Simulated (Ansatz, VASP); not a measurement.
# GaN: VASP beside Ansatz, part 2 of 2

One calculation is typed for both programs; each brings its own data sets and cutoff. How far apart do they land? The cell is taken from a series of VASP runs on this material, whose earlier steps may have relaxed, scaled or displaced it; both programs get it as it stands.

VASP 6.6.1 and Ansatz 0.2.0.

So far: The starting structure; Ansatz: relaxation of cell and atoms, PBEsol.

## 3. VASP: relaxation of cell and atoms, PBEsol

Level of this step: PBEsol; plane waves and PAW (Ga_d, N) (VASP).

The same cell, functional, mesh and smearing now go to VASP, with its own data sets and cutoff.

Lines of VASP's logs that name or quote its potential files are left out, and so is its time.

Contents of INCAR:

```
SYSTEM = GaN
PREC = Accurate
ENCUT = 520
EDIFF = 1E-07
NELM = 100
ISMEAR = 0
SIGMA = 0.03
LREAL = .FALSE.
ALGO = Normal
GGA = PS
NBANDS = 24
LORBIT = 11
LWAVE = .FALSE.
LCHARG = .FALSE.
KPAR = 8
IBRION = 2
NSW = 50
ISIF = 3
EDIFFG = -0.002
```

Contents of POSCAR:

```
GaN
1.0
    3.1972000000      0.0000000000      0.0000000000
   -1.5986000000      2.7688564210      0.0000000000
    0.0000000000      0.0000000000      5.2070000000
Ga N
2 2
Direct
    0.3333333333      0.6666666667      0.0912000000
    0.6666666667      0.3333333333      0.5912000000
    0.3333333333      0.6666666667      0.4688000000
    0.6666666667      0.3333333333      0.9688000000
```

Contents of KPOINTS:

```
Automatic mesh
0
Gamma
12 12 6
0 0 0
```

PAW data sets: Ga_d and N (PBE family, release 64).

Launch:

```console
$ mpirun -np 8 vasp_std
```

Numbers of over 12 decimals in the logs are rounded to 6 here.

The log of the run:

```text
[banner, memory and clock lines left out]
running    8 mpi-ranks, on    1 nodes
 distrk:  each k-point on    1 cores,    8 groups
 distr:  one band on    1 cores,    1 groups

 POSCAR found type information on POSCAR GaN
 POSCAR found :  2 types and       4 ions
|                                                                             |
|           W    W    AA    RRRRR   N    N  II  N    N   GGGG   !!!           |
|           W    W   A  A   R    R  NN   N  II  NN   N  G    G  !!!           |
|           W    W  A    A  R    R  N N  N  II  N N  N  G       !!!           |
|           W WW W  AAAAAA  RRRRR   N  N N  II  N  N N  G  GGG   !            |
|           WW  WW  A    A  R   R   N   NN  II  N   NN  G    G                |
|           W    W  A    A  R    R  N    N  II  N    N   GGGG   !!!           |
|                                                                             |
|     For optimal performance we recommend to set                             |
|       NCORE = 2 up to number-of-cores-per-socket                            |
|     NCORE specifies how many cores store one orbital (NPAR=cpu/NCORE).      |
|     This setting can greatly improve the performance of VASP for DFT.       |
|     The default, NCORE=1 might be grossly inefficient on modern             |
|     multi-core architectures or massively parallel machines. Do your        |
|     Unfortunately you need to use the default for GW and RPA                |
|     calculations (for HF NCORE is supported but not extensively tested      |
|     yet).                                                                   |
|                                                                             |

|                                                                             |
|               ----> ADVICE to this user running VASP <----                  |
|                                                                             |
|     You enforced a specific xc type in the INCAR file but a different       |
|     [... a line on the potential file left out ...]
|     I HOPE YOU KNOW WHAT YOU ARE DOING!                                     |
|                                                                             |

 LDA part: xc-table for (Slater+PW92), standard interpolation
 POSCAR, INCAR and KPOINTS ok, starting setup
 FFT: planning ... GRIDC
 FFT: planning ... GRID_SOFT
 FFT: planning ... GRID
 WAVECAR not read
 entering main loop
       N       E                     dE             d eps       ncg     rms          rms(c)
DAV:   1     0.273502225046E+03    0.27350E+03   -0.18094E+04  3864   0.278E+03
DAV:   2     0.397331441535E+01   -0.26953E+03   -0.25721E+03  4016   0.521E+02
DAV:   3    -0.287761841108E+02   -0.32749E+02   -0.32475E+02  4272   0.145E+02
DAV:   4    -0.298438974774E+02   -0.10677E+01   -0.10658E+01  4648   0.290E+01
DAV:   5    -0.298620501762E+02   -0.18153E-01   -0.18143E-01  4360   0.345E+00    0.102E+01
DAV:   6    -0.262476563089E+02    0.36144E+01   -0.11058E+01  6320   0.520E+01    0.307E+00
DAV:   7    -0.263109987369E+02   -0.63342E-01   -0.13622E+00  3864   0.893E+00    0.262E+00
DAV:   8    -0.262882739229E+02    0.22725E-01   -0.23348E-01  6240   0.616E+00    0.996E-01
DAV:   9    -0.262661343836E+02    0.22140E-01   -0.84436E-02  6080   0.469E+00    0.321E-01
DAV:  10    -0.262668935128E+02   -0.75913E-03   -0.47767E-03  4184   0.634E-01    0.800E-02
DAV:  11    -0.262667130688E+02    0.18044E-03   -0.12828E-03  5632   0.647E-01    0.430E-02
DAV:  12    -0.262667268518E+02   -0.13783E-04   -0.14099E-04  3880   0.834E-02    0.518E-02
DAV:  13    -0.262667410831E+02   -0.14231E-04   -0.13566E-05  6256   0.310E-02    0.721E-02
DAV:  14    -0.262667923459E+02   -0.51263E-04   -0.57869E-05  5800   0.621E-02    0.128E-01
DAV:  15    -0.262668460147E+02   -0.53669E-04   -0.36384E-05  6320   0.597E-02    0.171E-01
DAV:  16    -0.262667985629E+02    0.47452E-04   -0.21249E-05  6016   0.518E-02    0.138E-01
DAV:  17    -0.262667395571E+02    0.59006E-04   -0.73417E-05  6216   0.841E-02    0.736E-02
DAV:  18    -0.262667185798E+02    0.20977E-04   -0.60477E-05  6264   0.702E-02    0.163E-02
DAV:  19    -0.262667170910E+02    0.14888E-05   -0.76293E-06  5688   0.239E-02    0.348E-03
DAV:  20    -0.262667169927E+02    0.98361E-07   -0.94203E-07  3848   0.625E-03
   1 F= -.26266717E+02 E0= -.26266717E+02  d E =-.262667E+02
[... from here on, the cycles between the ionic steps are left out ...]
   2 F= -.26267932E+02 E0= -.26267932E+02  d E =-.121511E-02
   3 F= -.26272755E+02 E0= -.26272755E+02  d E =-.603784E-02
   4 F= -.26272752E+02 E0= -.26272752E+02  d E =-.603516E-02
   5 F= -.26272807E+02 E0= -.26272807E+02  d E =-.553073E-04
   6 F= -.26272813E+02 E0= -.26272813E+02  d E =-.610125E-04
   7 F= -.26272819E+02 E0= -.26272819E+02  d E =-.572113E-05
   8 F= -.26272824E+02 E0= -.26272824E+02  d E =-.110989E-04
   9 F= -.26272824E+02 E0= -.26272824E+02  d E =-.110034E-04
  10 F= -.26272824E+02 E0= -.26272824E+02  d E =-.111424E-04
  11 F= -.26272824E+02 E0= -.26272824E+02  d E =-.111528E-04
  12 F= -.26272825E+02 E0= -.26272825E+02  d E =-.657593E-06
  13 F= -.26272825E+02 E0= -.26272825E+02  d E =-.652152E-06
 curvature:  -0.17 expect dE=-0.373E-06 dE for cont linesearch -0.729E-07
 ZBRENT: interpolating
 opt :   0.7903  next Energy=   -26.272825 (dE=-0.680E-06)
 bond charge predicted
       N       E                     dE             d eps       ncg     rms          rms(c)
DAV:   1    -0.262728250368E+02   -0.67539E-08   -0.94310E-07  4792   0.137E-02    0.128E-03
DAV:   2    -0.262728250041E+02    0.32704E-07   -0.10086E-07  1880   0.661E-03
  14 F= -.26272825E+02 E0= -.26272825E+02  d E =-.682333E-06
 curvature:  -0.07 expect dE=-0.919E-08 dE for cont linesearch -0.745E-08
 trial: gam=-0.19423 g(F)=  0.197E-08 g(S)=  0.137E-06 ort = 0.400E-06 (trialstep = 0.882E+00)
 search vector abs. value=  0.370E-07
 reached required accuracy - stopping structural energy minimisation
```

Parts of OUTCAR (step 3):

```text
ion  position               nearest neighbor table
   1  0.333  0.667  0.091-   4 1.95   4 1.95   4 1.95   3 1.97
   2  0.667  0.333  0.591-   3 1.95   3 1.95   3 1.95   4 1.97
   3  0.333  0.667  0.469-   2 1.95   2 1.95   2 1.95   1 1.97
   4  0.667  0.333  0.969-   1 1.95   1 1.95   1 1.95   2 1.97

  LATTYP: Found a hexagonal cell.
 ALAT       =     3.1972000000
 C/A-ratio  =     1.6286125360

 Subroutine GETGRP returns: Found 12 space group operations
 (whereof  6 operations were pure point group operations)

The static configuration has the point symmetry C_3v.
 The point group associated with its full space group is C_6v.

 Found     76 irreducible k-points:

   k-points           NKPTS =     76   k-points in BZ     NKDIM =     76   number of bands    NBANDS=     24

   dimension x,y,z NGX =    24 NGY =   24 NGZ =   40
   dimension x,y,z NGXF=    48 NGYF=   48 NGZF=   80

   ENCUT  =  520.0 eV  38.22 Ry    6.18 a.u.   5.94  5.94  9.68*2*pi/ulx,y,z

   NELECT =      36.0000    total number of electrons

 k-points in reciprocal lattice and weights: Automatic mesh
   0.00000000  0.00000000  0.00000000       0.001
   0.08333333  0.00000000  0.00000000       0.007
   0.16666667  0.00000000  0.00000000       0.007
   0.25000000  0.00000000  0.00000000       0.007
   0.33333333  0.00000000  0.00000000       0.007
   0.41666667  0.00000000  0.00000000       0.007
   0.50000000  0.00000000  0.00000000       0.003
   0.08333333  0.08333333  0.00000000       0.007
   0.16666667  0.08333333  0.00000000       0.014
[...]
0.33333333  0.25000000  0.50000000       0.014
   0.33333333  0.33333333  0.50000000       0.002

 average (electrostatic) potential at core
       1 -63.2437       2 -63.2437       3 -62.0868       4 -62.0868

 E-fermi :   5.4019

 k-point     1 :       0.0000    0.0000    0.0000
  band No.  band energies     occupation
    ...
     14       4.2020      2.00000
     15       4.2020      2.00000
     16       5.2075      2.00000
     17       5.2527      2.00000
     18       5.2527      2.00000
     19       7.1578      0.00000
     20       9.4775      0.00000
     21      14.3766      0.00000
     22      15.0849      0.00000
     23      15.0849      0.00000
    ...

 k-point     2 :       0.0833    0.0000    0.0000
  band No.  band energies     occupation
    ...
     14       3.6767      2.00000
     15       4.0532      2.00000
     16       4.6207      2.00000
     17       5.1389      2.00000
     18       5.1893      2.00000
     19       7.7351      0.00000
     20       9.9212      0.00000
     21      14.1865      0.00000
     22      14.5797      0.00000
     23      15.2707      0.00000
    ...

 k-point     3 :       0.1667    0.0000    0.0000
  band No.  band energies     occupation
    ...
     14       2.4907      2.00000
     15       3.5165      2.00000
     16       3.6827      2.00000
     17       4.9180      2.00000
     18       5.0053      2.00000
     19       8.6732      0.00000
     20      10.7666      0.00000
     21      13.3280      0.00000
     22      14.0953      0.00000
     23      15.6163      0.00000
    ...

  Total        0.0010184      0.0010184      0.0030411      0.0000000      0.0000000      0.0000000
  in kB        0.0359301      0.0359301      0.1072953      0.0000000      0.0000000      0.0000000
  external PRESSURE =       0.0597185 kB  Pullay stress =       0.0000000 kB

  energy-cutoff  :      520.00
  volume of cell :       45.41
      direct lattice vectors                 reciprocal lattice vectors
     3.180672773 -0.000000000 -0.000000000     0.314398893  0.181518286  0.000000000
    -1.590336386  2.754543422  0.000000000    -0.000000000  0.363036571 -0.000000000
    -0.000000000  0.000000000  5.183195620     0.000000000 -0.000000000  0.192931171

 POSITION                                       TOTAL-FORCE (eV/Angst)
 -----------------------------------------------------------------------------------
     -0.00000      1.83636      0.47531        -0.000000      0.000000      0.000101
      1.59034      0.91818      3.06691        -0.000000      0.000000      0.000101
     -0.00000      1.83636      2.42728         0.000000     -0.000000     -0.000101
      1.59034      0.91818      5.01887         0.000000     -0.000000     -0.000101
 -----------------------------------------------------------------------------------
    total drift:                               -0.000001     -0.000002      0.001603

  FREE ENERGIE OF THE ION-ELECTRON SYSTEM (eV)
  ---------------------------------------------------
  free  energy   TOTEN  =       -26.2728250041 eV

  energy  without entropy=      -26.2728250041  energy(sigma->0) =      -26.27282500

 reached required accuracy - stopping structural energy minimisation

 total charge
# of ion       s       p       d       tot
------------------------------------------
    1        0.790   0.911  10.184  11.886
    2        0.790   0.911  10.184  11.886
    3        1.217   2.512   0.000   3.729
    4        1.217   2.512   0.000   3.729
--------------------------------------------------
tot          4.014   6.846  20.369  31.229

[... 3 further parts left out ...]
```

CONTCAR:

```
GaN
   1.00000000000000
     3.1806727725882054   -0.0000000000000000   -0.0000000000000000
    -1.5903363862941027    2.7545434222069476    0.0000000000000000
    -0.0000000000000000    0.0000000000000000    5.1831956196012312
  Ga              N
     2     2
Direct
     0.3333333332999970    0.6666666667000030    0.0917029817036038
     0.6666666667000030    0.3333333332999970    0.5917029817036037
     0.3333333332999970    0.6666666667000030    0.4682970182963985
     0.6666666667000030    0.3333333332999970    0.9682970182963986
```

The run keeps the 12 symmetry operations of its start, so it cannot find a distortion of lower symmetry.

## 4. Side by side

Known differences besides the potentials themselves: both relaxations stop at a tolerance, which leaves soft axes loose, and VASP keeps its plane-wave basis; the cutoff is 420 eV in Ansatz and 520 eV in VASP; Ansatz makes its cores anew for this functional, VASP keeps those of its PBE data sets; VASP leaves aspherical gradient terms in its spheres out (LASPH is not set), Ansatz keeps them; Ansatz adds a Pulay correction to the stress that steers its cell, VASP none. Total energies have different zeros and are not compared.

Compared:

```csv
quantity,Ansatz,VASP,difference
volume (Å³),45.49,45.41,+0.16 %
"edge a after relaxation, in the typed setting (Å)",3.183,3.181,+0.06 %
"edge c after relaxation, in the typed setting (Å)",5.186,5.183,+0.04 %
```

The walks stopped with 0.00 GPa left in Ansatz and 0.01 GPa in VASP; each walk ends within a tolerance, so the volume difference is uncertain by about these residues over the bulk modulus, most in soft cells.

## 5. Summary of results

```json
{"difference in volume (relaxation of cell and atoms, PBEsol)": "0.16 %"}
```

In words: The difference in volume is 0.16 % (relaxation of cell and atoms, PBEsol), within the 1.2 % picked in this series as the mark of a large difference, as far as the stopping tolerances let one tell. Such differences can come from data sets, numerical settings and the points named under the comparisons, not from the functional's error against experiment.

[Lines on the potential files, build, host, timing and source positions are cut from VASP's logs without a mark.]

[Logs are printed without paths, hosts, clocks, repeated set-up lines and the standing remarks that a program may print on its own settings, such as how far it seeks lower states.]

[Hosts, paths, dates, database ids (printed as entryN), source tags and the programs' standing remarks are cut or masked in the printed files.]
